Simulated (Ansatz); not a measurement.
# Thickness series in BeO

Take BeO in the wurtzite structure (space group P6_3mc, No. 186; a = 2.712 Å, c = 4.405 Å) as the base. Axes: x lies along a and z along c of the hexagonal cell.

Free-standing slabs (4 atom(s) a layer) normal to the y axis with 15 Å of vacuum; in-plane cell held at bulk.

Level of theory: Ansatz (a first-principles code), PBE, PAW, cutoff 420 eV, no spin-orbit coupling.

Notes on the quantities. excess energy per area of both faces: slab less bulk energy over the cell's area: twice a surface energy; layer's space group: with vacuum.

| case | excess energy per area of both faces | band gap | thickness between the outermost nuclei | shortest interatomic distance | layer's space group |
|---|---|---|---|---|---|
| base | – | 7.45 eV | – | 1.656 Å | – |
| 1 layer | – | 5.40 eV | 0.20 Å | 1.510 Å | Pmn2_1 (No. 31) |
| 2 layers | 1.53 J/m² | 5.26 eV | 3.91 Å | 1.512 Å | Pmc2_1 (No. 26) |
| 3 layers | 2.53 J/m² | 5.59 eV | 5.40 Å | 1.507 Å | Pmn2_1 (No. 31) |
| 4 layers | 2.59 J/m² | 5.66 eV | 7.75 Å | 1.506 Å | Pmc2_1 (No. 26) |

The excess energy carries the mismatch between the slab's and the bulk's meshes. Stability against distortions was not tested.
